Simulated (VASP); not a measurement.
ZrO2:

```
Zr O
1.0
     0.00000    2.55807    2.55807
     2.55807    0.00000    2.55807
     2.55807    2.55807    0.00000
Zr O
1 2
Direct
  0.00000 0.00000 0.00000
  0.25000 0.25000 0.25000
  0.75000 0.75000 0.75000
```

The cell was built by a generator and needn't be a form met in nature.

Base run:

| Quantity | Value |
| --- | --- |
| Program | VASP 6.6.1 |
| Functional | r2SCAN |
| Potentials or basis | VASP PAW PBE potentials, release 64 (Zr_sv, O) |
| Cutoff | 520 eV |
| k mesh | 10 × 10 × 10 |
| Occupations | gaussian, width 0.02 eV |
| Spin | no spin polarisation |

Its results: band gap on the k mesh 3.82 eV, indirect (least direct gap 4.21 eV); pressure -3.6 GPa.

Task: The run is repeated on the same cell with these changes: functional from r2SCAN to PBE0; k mesh from 10 × 10 × 10 to 6 × 6 × 6. What comes out?

Result: Band gap on the k mesh 5.68 eV, indirect (least direct gap 6.06 eV); pressure -6.3 GPa.

Several settings changed at once, so the effect can't be laid on one alone.

Caveats: the PAW data sets were made with another functional, which shifts forces and pressure a little.

A k mesh can miss the band edges.
